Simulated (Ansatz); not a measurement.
Runs of Ansatz 0.2.0 on SrO. The structure is cubic, space group Fm-3m (No. 225). Conventional cell: a = 5.133 Å, b = 5.133 Å, c = 5.133 Å, α = 90.00°, β = 90.00°, γ = 90.00°. Sr (site symmetry m-3m) has 6 O at 2.57 Å as nearest neighbours. O (site symmetry m-3m) has 6 Sr at 2.57 Å as nearest neighbours. 

```csv
task,level,cell,k mesh,smearing,atoms under strain,q mesh,points for each segment of the path,mesh quality,gap on the mesh (eV),pressure (GPa),relaxed volume (Å³/atom)
relaxation of cell and atoms,RPBE+D3(BJ),relaxed,9 × 9 × 9,fermi-dirac 0.05 eV,-,-,-,not flagged,3.34,0.0,14.72
relaxation of cell and atoms,revPBE+D3(BJ),relaxed,9 × 9 × 9,fermi-dirac 0.05 eV,-,-,-,not flagged,3.46,0.0,17.12
single point,PBEsol,as given,9 × 9 × 9,gaussian 0.1 eV,-,-,-,not flagged,(c),-0.6,-
single point,PBE,as given,9 × 9 × 9,gaussian 0.027 eV,-,-,-,not flagged,3.37,3.3,-
elastic constants,PBEsol,as given,7 × 7 × 7,fixed,relaxed,-,-,not flagged,3.30,-0.6,-
phonons,PBEsol,as given,7 × 7 × 7,fixed,-,2 × 2 × 2,8,not flagged,3.30,-,-
relaxation of cell and atoms,revPBE+D4,relaxed,9 × 9 × 9,fermi-dirac 0.05 eV,-,-,-,not flagged,3.47,0.0,17.40
relaxation of cell and atoms,PBE+D3(BJ),relaxed,9 × 9 × 9,fermi-dirac 0.05 eV,-,-,-,not flagged,3.37,0.0,17.06
relaxation of cell and atoms,PBE+D4,relaxed,9 × 9 × 9,fermi-dirac 0.05 eV,-,-,-,not flagged,3.37,0.0,(a)
relaxation of cell and atoms,PBEsol0,relaxed,5 × 5 × 5,fermi-dirac 0.05 eV,-,-,-,coarse,5.63,0.0,16.60
relaxation of cell and atoms,PBEsol+D4,relaxed,9 × 9 × 9,fermi-dirac 0.05 eV,-,-,-,not flagged,3.25,0.0,(b)
relaxation of cell and atoms,PBEsol+D3(BJ),relaxed,9 × 9 × 9,fermi-dirac 0.05 eV,-,-,-,not flagged,3.23,0.0,16.35
```

Alike in all rows: potentials or basis Ansatz PAW; no spin polarisation; cutoff (eV) 420.

Q: Fill in the values left out.

A: (a) 17.18; (b) 16.62; (c) 3.26.

Caveats: some runs use coarse meshes; odd divisions of the mesh miss points on the zone boundary, where band edges often lie, so the gap on the mesh can be too wide; the PAW data sets come from PBE, with cores solved anew for the run's functional, which leaves a small shift of forces and pressure (some runs); the plane-wave basis is chosen anew once the cell has moved, so the energies of steps on either side of that aren't comparable (some runs); the volume moved by -13 % from the deposited cell, more than functionals usually miss (some runs).

A k mesh can miss the band edges, and the runs leave out spin-orbit coupling on Sr.
